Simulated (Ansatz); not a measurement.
Runs of Ansatz 0.2.0 on Pb. Symmetry: Fm-3m, No. 225, cubic system. Conventional cell: a = 4.950 Å, b = 4.950 Å, c = 4.950 Å, α = 90.00°, β = 90.00°, γ = 90.00°. Pb (site symmetry m-3m) has 12 Pb at 3.50 Å as nearest neighbours. 

| task | level | potentials or basis | spin | k mesh | cutoff (eV) | smearing | basis error allowed | mesh quality | gap on the mesh (eV) | pressure (GPa) |
| --- | --- | --- | --- | --- | --- | --- | --- | --- | --- | --- |
| band structure | PBE | all-electron LAPW, relativistic spinors | SOC, no magnetisation | 7 × 7 × 7 | 154 | fermi-dirac 0.05 eV | 0.001 eV/atom | coarse | - | (a) |
| single point | PBE | all-electron LAPW, scalar-relativistic | off | 9 × 9 × 9 | 154 | gaussian 0.022 eV | 0.001 eV/atom | not flagged | none | 2.3 |
| single point | PBE | all-electron LAPW, scalar-relativistic | off | 9 × 9 × 9 | 154 | gaussian 0.024 eV | 0.001 eV/atom | not flagged | none | 2.3 |
| band structure | revPBE | all-electron LAPW, scalar-relativistic | off | 9 × 9 × 9 | 154 | fermi-dirac 0.05 eV | 0.001 eV/atom | not flagged | - | 3.4 |
| single point | PBE | all-electron LAPW, scalar-relativistic | off | 9 × 9 × 9 | 154 | gaussian 0.021 eV | 0.001 eV/atom | not flagged | none | 2.3 |
| single point | PBE | all-electron LAPW, scalar-relativistic | off | 4 × 4 × 4 | 135 | fermi-dirac 0.02 eV | 0.003 eV/atom | coarse | none | 1.9 |

Alike in all rows: cell as given.

Estimate the missing entries.

(a) 2.8.

Caveats: some runs use coarse meshes; the k mesh is thin for a metal, which can move the energy by tens of meV per atom (some runs); spin-orbit coupling is left out, which moves the levels of the heavy elements (some runs).

A k mesh can miss the band edges, and rows without SOC leave out spin-orbit coupling on Pb.

A gap of «none» marks a metal or a gap under the smearing width.
